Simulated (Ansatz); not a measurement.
MgS (space group F-43m) relaxed with several functionals in Ansatz (plane waves to 420 eV, scalar-relativistic PAW, no spin-orbit coupling, symmetry kept). The database cell has 22.74 Å³/atom; its temperature or method isn't stated, so the comparison with it is no error of the functional. No moments.

```json
{"functional": "PBE", "conventional cell": "a = 5.697 Å, b = 5.697 Å, c = 5.697 Å, α = 90.00°, β = 90.00°, γ = 90.00°", "V (Å³/atom)": "23.12", "against the database cell (%)": "1.6", "gap on mesh (eV)": "3.37", "largest moment (μB)": "0.00"}
{"functional": "PBEsol", "conventional cell": "a = 5.651 Å, b = 5.651 Å, c = 5.651 Å, α = 90.00°, β = 90.00°, γ = 90.00°", "V (Å³/atom)": "22.56", "against the database cell (%)": "-0.8", "gap on mesh (eV)": "3.32", "largest moment (μB)": "0.00"}
{"functional": "PBE+D3(BJ)", "conventional cell": "a = 5.626 Å, b = 5.626 Å, c = 5.626 Å, α = 90.00°, β = 90.00°, γ = 90.00°", "V (Å³/atom)": "22.25", "against the database cell (%)": "-2.1", "gap on mesh (eV)": "3.56", "largest moment (μB)": "0.00"}
```

This zinc-blende form isn't the usual stable structure of the compound.